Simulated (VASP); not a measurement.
B:

```
B
1.0
     0.00000    1.54251    1.54251
     1.54251    0.00000    1.54251
     1.54251    1.54251    0.00000
B
1
Direct
  0.00000 0.00000 0.00000
```

The cell was built by a generator and needn't be a form met in nature.

- Program: VASP 6.6.1
- Task: relaxation of cell and atoms
- Functional: r2SCAN
- Potentials or basis: VASP PAW PBE potentials, release 64 (B)
- Cutoff: 600 eV
- k mesh: 10 × 10 × 10
- Occupations: gaussian, width 0.1 eV
- Spin: no spin polarisation

At the start: pressure -43.1 GPa; volume 7.34 Å³/atom.

Where does the relaxation end?

Over 3 steps the energy falls by 250.3 meV/atom and the volume is 5.80 Å³/atom (-21.0 %); space group Fm-3m (No. 225, to 0.05 Å).

The path:
| step | energy change (eV) | largest force (eV/Å) | pressure (GPa) | volume (Å³) |
| --- | --- | --- | --- | --- |
| 1 | 0.0000 | 0.0000 | -43.08 | 7.34 |
| 2 | -0.2270 | 0.0000 | 21.25 | 5.44 |
| 3 | -0.2503 | 0.0000 | 0.35 | 5.80 |

Final structure:
```cif
data_structure
_symmetry_space_group_name_H-M 'P 1'
_symmetry_Int_Tables_number 1
_cell_length_a 2.0166
_cell_length_b 2.0166
_cell_length_c 2.0166
_cell_angle_alpha 60.000
_cell_angle_beta 60.000
_cell_angle_gamma 60.000
_cell_volume 5.80
loop_
_atom_site_label
_atom_site_type_symbol
_atom_site_fract_x
_atom_site_fract_y
_atom_site_fract_z
_atom_site_occupancy
B1 B 0.00000 0.00000 0.00000 1
```

Caveat: the volume moved by over 15 % at a fixed basis, so the end points are rough; the PAW data sets were made with another functional, which shifts forces and pressure a little.
